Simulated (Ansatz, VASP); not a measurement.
**Two plane-wave programs on Ge**

```
CELL_PARAMETERS angstrom
4.02269 0.00000 0.00000
-2.01134 3.48375 0.00000
0.00000 0.00000 28.00000
ATOMIC_POSITIONS crystal
Ge 0.33333 0.66667 0.51222
Ge 0.66667 0.33333 0.48778
```

Alike in both runs: functional PBE; dispersion D3(BJ); k mesh 12 × 12 × 1; occupations gaussian, width 0.1 eV; no spin polarisation.

Ansatz relaxed the structure, and its values are those at the end. VASP's run is a single point on that final structure, the one shown.

```csv
,VASP,Ansatz
version,VASP 6.6.1,Ansatz 0.2.0
potentials or method,"VASP PAW PBE potentials, release 64 (Ge_d)","scalar-relativistic, plane waves, PAW"
plane-wave cutoff (eV),520,420
valence electrons in the cell,28,28
```

```csv
,VASP,Ansatz,Ansatz less VASP
gap on the k mesh at the Fermi level (eV),none,none,-
"work function, face that differs most (eV)",4.46,4.47,0.000
```

A gap of «none» marks a metal or a gap that the smearing closes.
